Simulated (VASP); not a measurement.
# KMgF3 (P4/mmm) in VASP: a series of runs, part 2 of 3

VASP 6.6.1. The steps go on from the part before.

### 3 Single point, PBE (strain +0.015 along x and y, -0.030 along z, atoms carried along)

INCAR

```
SYSTEM = KMgF3
PREC = Accurate ; ENCUT = 520
EDIFF = 1E-7 ; ISMEAR = 0
SIGMA = 0.05 ; LREAL = .False.
LASPH = .True. ; NELM = 100
ALGO = Normal ; ISIF = 2
LWAVE = .False. ; LCHARG = .False.
GGA = PE ; NBANDS = 24
```

KPOINTS

```
Automatic mesh
0
Gamma
  6 6 6
  0 0 0
```

POSCAR

```
KMgF3
1.0
    4.0456885000      0.0000000000      0.0000000000
    0.0000000000      4.0456885000      0.0000000000
    0.0000000000      0.0000000000      3.8663230000
K Mg F
1 1 3
Direct
    0.5000000000      0.5000000000      0.5000000000
    0.0000000000      0.0000000000      0.0000000000
    0.5000000000      0.0000000000      0.0000000000
    0.0000000000      0.5000000000      0.0000000000
    0.0000000000      0.0000000000      0.5000000000
```

Potentials or basis: VASP PAW PBE potentials, release 64 (K_sv, Mg, F).

On the command line:

```bash
> cat potpaw_PBE.64/K_sv/POTCAR potpaw_PBE.64/Mg/POTCAR potpaw_PBE.64/F/POTCAR > POTCAR
> mpirun -np 1 vasp_std > vasp.out
```

OUTCAR:

```text
SYSTEM = KMgF3
   PREC = Accurate
   ENCUT = 520
   EDIFF = 1E-7
   ISMEAR = 0
   LREAL = .False.
   LASPH = .True.
   NELM = 100
   ISIF = 2
   GGA = PE

 ion  position               nearest neighbor table
   1  0.500  0.500  0.500-   3 2.80   4 2.80   3 2.80   4 2.80   3 2.80   3 2.80   4 2.80   4 2.80
                             2 3.45   2 3.45   2 3.45   2 3.45   2 3.45   2 3.45   2 3.45   2 3.45
   2  0.000  0.000  0.000-   5 1.93   5 1.93   3 2.02   4 2.02   4 2.02   3 2.02   1 3.45   1 3.45
                             1 3.45   1 3.45   1 3.45   1 3.45   1 3.45   1 3.45
   3  0.500  0.000  0.000-   2 2.02   2 2.02   1 2.80   1 2.80   1 2.80   1 2.80
   4  0.000  0.500  0.000-   2 2.02   2 2.02   1 2.80   1 2.80   1 2.80   1 2.80
   5  0.000  0.000  0.500-   2 1.93   2 1.93

  LATTYP: Found a simple tetragonal cell.
 ALAT       =     4.0456885000
 C/A-ratio  =     0.9556650246

  Lattice vectors:

 A1 = (   4.0456885000,   0.0000000000,   0.0000000000)
 A2 = (   0.0000000000,   4.0456885000,   0.0000000000)
 A3 = (   0.0000000000,   0.0000000000,   3.8663230000)

Analysis of symmetry for initial positions (statically):
=====================================================================
 Subroutine PRICEL returns:
 Original cell was already a primitive cell.

 Routine SETGRP: Setting up the symmetry group for a
 simple tetragonal supercell.

 Subroutine GETGRP returns: Found 16 space group operations
 (whereof 16 operations were pure point group operations)
 out of a pool of 16 trial point group operations.

The static configuration has the point symmetry D_4h.

Analysis of symmetry for dynamics (positions and initial velocities):
=====================================================================
 Subroutine PRICEL returns:
 Original cell was already a primitive cell.

 Routine SETGRP: Setting up the symmetry group for a
 simple tetragonal supercell.

 Subroutine GETGRP returns: Found 16 space group operations
 (whereof 16 operations were pure point group operations)
 out of a pool of 16 trial point group operations.

The dynamic configuration has the point symmetry D_4h.

 Subroutine INISYM returns: Found 16 space group operations
 (whereof 16 operations are pure point group operations),
 and found     1 'primitive' translations

----------------------------------------------------------------------------------------

                                     Primitive cell

  volume of cell :      63.2824

  direct lattice vectors                    reciprocal lattice vectors
     4.045688500  0.000000000  0.000000000     0.247176717  0.000000000  0.000000000
     0.000000000  4.045688500  0.000000000     0.000000000  0.247176717  0.000000000
     0.000000000  0.000000000  3.866323000     0.000000000  0.000000000  0.258643678

  length of vectors
     4.045688500  4.045688500  3.866323000     0.247176717  0.247176717  0.258643678

  position of ions in fractional coordinates (direct lattice)
     0.500000000  0.500000000  0.500000000
     0.000000000  0.000000000  0.000000000
     0.500000000  0.000000000  0.000000000
     0.000000000  0.500000000  0.000000000
     0.000000000  0.000000000  0.500000000

  ion indices of the primitive-cell ions
   primitive index   ion index
                 1           1
[... 33 lines left out ...]
  0.000000  0.000000  0.000000      1.000000
  0.166667  0.000000  0.000000      4.000000
  0.333333  0.000000  0.000000      4.000000
  0.500000  0.000000  0.000000      2.000000
  0.166667  0.166667  0.000000      4.000000
  0.333333  0.166667  0.000000      8.000000
[... 16 lines left out ...]
  0.333333  0.000000  0.333333      8.000000
  0.500000  0.000000  0.333333      4.000000
 [... further k-points ...]
   k-points           NKPTS =     40   k-points in BZ     NKDIM =     40   number of bands    NBANDS=     24
   number of dos      NEDOS =    301   number of ions     NIONS =      5
   total plane-waves  NPLWV =  27000
   dimension x,y,z NGX =    30 NGY =   30 NGZ =   30
   dimension x,y,z NGXF=    60 NGYF=   60 NGZF=   60
   ions per type =               1   1   3
   NGX,Y,Z   is equivalent  to a cutoff of  12.33, 12.33, 12.90 a.u.
   NGXF,Y,Z  is equivalent  to a cutoff of  24.66, 24.66, 25.80 a.u.
 SYSTEM =  KMgF3
   PREC   = accura    normal or accurate (medium, high low for compatibility)
   ISTART =      0    job   : 0-new  1-cont  2-samecut
   ICHARG =      2    charge: 1-file 2-atom 10-const
   ISPIN  =      1    spin polarized calculation?
   LNONCOLLINEAR =      F non collinear calculations
   LSORBIT =      F    spin-orbit coupling
   LASPH  =      T    aspherical Exc in radial PAW
   ENCUT  =  520.0 eV  38.22 Ry    6.18 a.u.   7.52  7.52  7.19*2*pi/ulx,y,z
   NELM   =    100;   NELMIN=  2; NELMDL= -5     # of ELM steps
   EDIFF  = 0.1E-06   stopping-criterion for ELM
   LREAL  =      F    real-space projection
   EDIFFG = 0.1E-05   stopping-criterion for IOM
   NSW    =      0    number of steps for IOM
   IBRION =     -1    ionic relax: 0-MD 1-quasi-New 2-CG
   NFREE  =      0    steps in history (QN), initial steepest desc. (CG)
   ISIF   =      2    stress and relaxation
   ISYM   =      2    0-nonsym 1-usesym 2-fastsym
   POTIM  = 0.5000    time-step for ionic-motion
   TEBEG  =    0.0;   TEEND  =   0.0 temperature during run
   PSTRESS=    0.0 pullay stress
   NELECT =      32.0000    total number of electrons
   NUPDOWN=      -1.0000    fix difference up-down
   EMIN   =  10.00;   EMAX   =-10.00  energy-range for DOS
   EFERMI =   0.00;   METHOD = LEGACY
   ISMEAR =     0;   SIGMA  =   0.05  broadening in eV -4-tet -1-fermi 0-gaus
   EFERMI_NEDOS =   21; number of points for ismear=-14 and -15
   IALGO  =     38    algorithm
   IMIX   =      4    mixing-type and parameters
     AMIX     =   0.40;   BMIX     =  1.00
     AMIX_MAG =   1.60;   BMIX_MAG =  1.00
  volume/ion in A,a.u.               =      12.66        85.41
  Fermi-wavevector in a.u.,A,eV,Ry     =   1.304259  2.464692 23.144753  1.701091
  Thomas-Fermi vector in A             =   2.435207
   LORBIT       =      0    0 simple, 1 ext, 2 COOP (PROOUT), +10 PAW based schemes
   GGA     = PE    functional components
   LHFCALC =     F    Hartree Fock is set to
   AEXX    =    0.0000 exact exchange contribution
   IVDW    =     0    specifies the selected vdW correction
   LEPSILON=     F    determine dielectric tensor
   LRPA    =     F    only Hartree local field effects (RPA)
 non-spin polarized calculation
 Gauss-broadening in eV      SIGMA  =   0.05
  energy-cutoff  :      520.00
  volume of cell :       63.28
 maximum number of plane-waves:      1727
   NGX = 15   NGY = 15   NGZ = 15

 number of electron      31.9999987 magnetization

 Free energy of the ion-electron system (eV)
  ---------------------------------------------------
  ext. energy  EPLUGINS =         0.00000000
  ---------------------------------------------------
  free energy    TOTEN  =       -24.38394971 eV

  energy without entropy =      -24.38394971  energy(sigma->0) =      -24.38394971

 E-fermi :  -1.3551     XC(G=0):  -9.6865

 val. band max:       -1.5866672721   @ k =   0.5000   0.5000   0.5000
 cond. band min:       5.7080293442   @ k =   0.0000   0.0000   0.0000
 fundamental gap:      7.2946966163
 Fermi energy:        -1.3550688898

 k-point     1 :       0.0000    0.0000    0.0000
  band No.  band energies     occupation
      1     -27.2512      2.00000
      2     -21.7571      2.00000
      3     -21.0974      2.00000
      4     -21.0014      2.00000
      5     -10.7581      2.00000
      6     -10.7581      2.00000
[... 637 lines left out ...]
     23      12.5239      0.00000
     24      13.6288      0.00000

 [... further k-points ...]

------------------------ aborting loop because EDIFF is reached ----------------------------------------

  FORCE on cell =-STRESS in cart. coord.  units (eV):
  Direction    XX          YY          ZZ          XY          YZ          ZX
  --------------------------------------------------------------------------------------
  -------------------------------------------------------------------------------------
  Total        0.7825871      0.7825871      2.7852359      0.0000000     -0.0000000      0.0000000
  in kB       19.8134566     19.8134566     70.5163051      0.0000000     -0.0000000      0.0000000
  external PRESSURE =      36.7144061 kB  Pullay stress =       0.0000000 kB

 VOLUME and BASIS-vectors are now :
 -----------------------------------------------------------------------------
  energy-cutoff  :      520.00
  volume of cell :       63.28
      direct lattice vectors                 reciprocal lattice vectors
     4.045688500  0.000000000  0.000000000     0.247176717  0.000000000  0.000000000
     0.000000000  4.045688500  0.000000000     0.000000000  0.247176717  0.000000000
     0.000000000  0.000000000  3.866323000     0.000000000  0.000000000  0.258643678

 POSITION                                       TOTAL-FORCE (eV/Angst)
 -----------------------------------------------------------------------------------
      2.02284      2.02284      1.93316         0.000000      0.000000      0.000000
      0.00000      0.00000      0.00000         0.000000      0.000000      0.000000
      2.02284      0.00000      0.00000         0.000000      0.000000      0.000000
      0.00000      2.02284      0.00000         0.000000      0.000000      0.000000
      0.00000      0.00000      1.93316         0.000000      0.000000      0.000000
 -----------------------------------------------------------------------------------
    total drift:                                0.000000     -0.000000      0.000000

  FREE ENERGIE OF THE ION-ELECTRON SYSTEM (eV)
  ---------------------------------------------------
  free  energy   TOTEN  =       -24.3839497109 eV

  energy  without entropy=      -24.3839497109  energy(sigma->0) =      -24.38394971
```

Run time: 60 s. Hardware: 1 thread of Intel Xeon Platinum 8488C (Sapphire Rapids), shared host; peak memory 0.2 GiB.

What came out:

| Quantity | Value |
| --- | --- |
| Free energy | -24.3839 eV |
| Pressure | 3.7 GPa |
| Band gap on the k mesh | 7.29 eV, indirect (least direct gap 7.62 eV) |

Levels at points of the mesh, in eV from the valence-band top:
| k point | band 14 | band 15 | band 16 | band 17 | band 18 | band 19 |
| --- | --- | --- | --- | --- | --- | --- |
| (0.00, 0.00, 0.00) | -0.33 | -0.33 | -0.33 | 7.29 | 9.97 | 10.18 |
| (0.50, 0.00, 0.00) | -0.77 | -0.54 | -0.53 | 10.04 | 10.41 | 11.01 |
| (0.50, 0.50, 0.00) | -0.94 | -0.94 | -0.06 | 10.87 | 11.52 | 12.50 |
| (0.00, 0.00, 0.50) | -0.86 | -0.54 | -0.54 | 10.24 | 10.50 | 11.34 |
| (0.50, 0.00, 0.50) | -0.83 | -0.83 | -0.02 | 10.91 | 11.78 | 12.62 |
| (0.50, 0.50, 0.50) | -0.03 | 0.00 | 0.00 | 10.42 | 10.42 | 10.44 |

A k mesh can miss the band edges.

### 4 Single point, PBE (strain -0.015 along x and y, +0.000 along z, atoms carried along)

INCAR

```
  PREC = Accurate
  ENCUT = 520
  EDIFF = 1E-6
  ISMEAR = 0
  SIGMA = 0.05
  LREAL = False
  LASPH = True
  NELM = 100
  ALGO = Normal
  ISIF = 2
  LWAVE = False
  LCHARG = False
  GGA = PE
  NBANDS = 24
```

KPOINTS

```
regular mesh
0
Gamma
  6 6 6
```

POSCAR: that of step 3 with these lines changed.

```diff
@@ -2,5 +2,5 @@
 1.0
-    4.0456885000      0.0000000000      0.0000000000
-    0.0000000000      4.0456885000      0.0000000000
-    0.0000000000      0.0000000000      3.8663230000
+    3.9261115000      0.0000000000      0.0000000000
+    0.0000000000      3.9261115000      0.0000000000
+    0.0000000000      0.0000000000      3.9859000000
 K Mg F
```

Potentials or basis: VASP PAW PBE potentials, release 64 (K_sv, Mg, F).

On the command line:

```bash
> cat potpaw_PBE.64/K_sv/POTCAR potpaw_PBE.64/Mg/POTCAR potpaw_PBE.64/F/POTCAR > POTCAR
> mpirun -np 1 vasp_std > vasp.out
```

OUTCAR:

```text
PREC = Accurate
   ENCUT = 520
   EDIFF = 1E-6
   ISMEAR = 0
   LREAL = False
   LASPH = True
   NELM = 100
   ISIF = 2
   GGA = PE

 ion  position               nearest neighbor table
   1  0.500  0.500  0.500-   5 2.78   5 2.78   5 2.78   5 2.78   4 2.80   3 2.80   4 2.80   3 2.80
                             4 2.80   3 2.80   4 2.80   3 2.80   2 3.42   2 3.42   2 3.42   2 3.42
   2  0.000  0.000  0.000-   3 1.96   4 1.96   4 1.96   3 1.96   5 1.99   5 1.99   1 3.42   1 3.42
                             1 3.42   1 3.42   1 3.42   1 3.42   1 3.42   1 3.42
   3  0.500  0.000  0.000-   2 1.96   2 1.96   1 2.80   1 2.80   1 2.80   1 2.80
   4  0.000  0.500  0.000-   2 1.96   2 1.96   1 2.80   1 2.80   1 2.80   1 2.80
[... 857 lines left out ...]
  Total        2.5452280      2.5452280      1.8697488      0.0000000      0.0000000      0.0000000
  in kB       66.3721093     66.3721093     48.7575863      0.0000000      0.0000000      0.0000000
  external PRESSURE =      60.5006016 kB  Pullay stress =       0.0000000 kB

 VOLUME and BASIS-vectors are now :
 -----------------------------------------------------------------------------
  energy-cutoff  :      520.00
  volume of cell :       61.44
      direct lattice vectors                 reciprocal lattice vectors
     3.926111500  0.000000000  0.000000000     0.254704942  0.000000000  0.000000000
     0.000000000  3.926111500  0.000000000     0.000000000  0.254704942  0.000000000
     0.000000000  0.000000000  3.985900000     0.000000000  0.000000000  0.250884367

 POSITION                                       TOTAL-FORCE (eV/Angst)
 -----------------------------------------------------------------------------------
      1.96306      1.96306      1.99295         0.000000      0.000000      0.000000
      0.00000      0.00000      0.00000         0.000000      0.000000      0.000000
      1.96306      0.00000      0.00000         0.000000      0.000000      0.000000
      0.00000      1.96306      0.00000         0.000000      0.000000      0.000000
      0.00000      0.00000      1.99295         0.000000      0.000000      0.000000
 -----------------------------------------------------------------------------------
    total drift:                                0.000000     -0.000000      0.000000

  FREE ENERGIE OF THE ION-ELECTRON SYSTEM (eV)
  ---------------------------------------------------
  free  energy   TOTEN  =       -24.3524189898 eV

  energy  without entropy=      -24.3524189898  energy(sigma->0) =      -24.35241899
```

It took 41 s on 1 thread of Intel Xeon Platinum 8488C (Sapphire Rapids), shared host; peak memory 0.2 GiB.

What came out:

| Item | Value |
| --- | --- |
| Free energy | -24.3524 eV |
| Pressure | 6.1 GPa |
| Band gap on the k mesh | 7.53 eV, indirect (least direct gap 7.86 eV) |

Levels at points of the mesh, in eV from the valence-band top:
```tsv
k point	band 14	band 15	band 16	band 17	band 18	band 19
(0.00, 0.00, 0.00)	-0.33	-0.33	-0.33	7.53	10.08	10.15
(0.50, 0.00, 0.00)	-0.92	-0.56	-0.56	10.32	10.76	11.23
(0.50, 0.50, 0.00)	-0.88	-0.88	-0.02	11.10	11.89	12.89
(0.00, 0.00, 0.50)	-0.85	-0.56	-0.56	10.26	10.73	11.12
(0.50, 0.00, 0.50)	-0.95	-0.95	-0.04	11.08	11.81	12.87
(0.50, 0.50, 0.50)	-0.01	-0.01	0.00	10.55	10.55	10.55
```

A k mesh can miss the band edges.

[end of part 2 of 3]
